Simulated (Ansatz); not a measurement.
Crystal: TaN.

```
Ta N
1.0
     2.92177    0.00000    0.00000
    -1.46088    2.53033    0.00000
     0.00000    0.00000    5.91652
Ta N
2 2
Direct
  0.00000 0.00000 0.50000
  0.00000 0.00000 0.00000
  0.33333 0.66667 0.25000
  0.66667 0.33333 0.75000
```

The cell comes from a database or a generator and needn't be the stable form of this composition.

Base run:

* Program: Ansatz 0.2.0
* Functional: BLYP
* Potentials or basis: Ansatz PAW
* Cutoff: 420 eV (not typed: the program's choice for these potentials)
* k mesh: 10 × 10 × 5
* Occupations: fermi-dirac, width 0.05 eV
* Spin: no spin polarisation

Its results: band gap on the k mesh none (metal or under the smearing width); pressure 9.9 GPa.

Problem. The run is repeated on the same cell with these changes: functional from BLYP to revPBE. What comes out?

Solution. Band gap on the k mesh none (metal or under the smearing width); pressure 2.3 GPa.

Caveats: spin-orbit coupling is left out, which moves the levels of the heavy elements; the PAW data sets come from PBE, with cores solved anew for the run's functional, which leaves a small shift of forces and pressure.
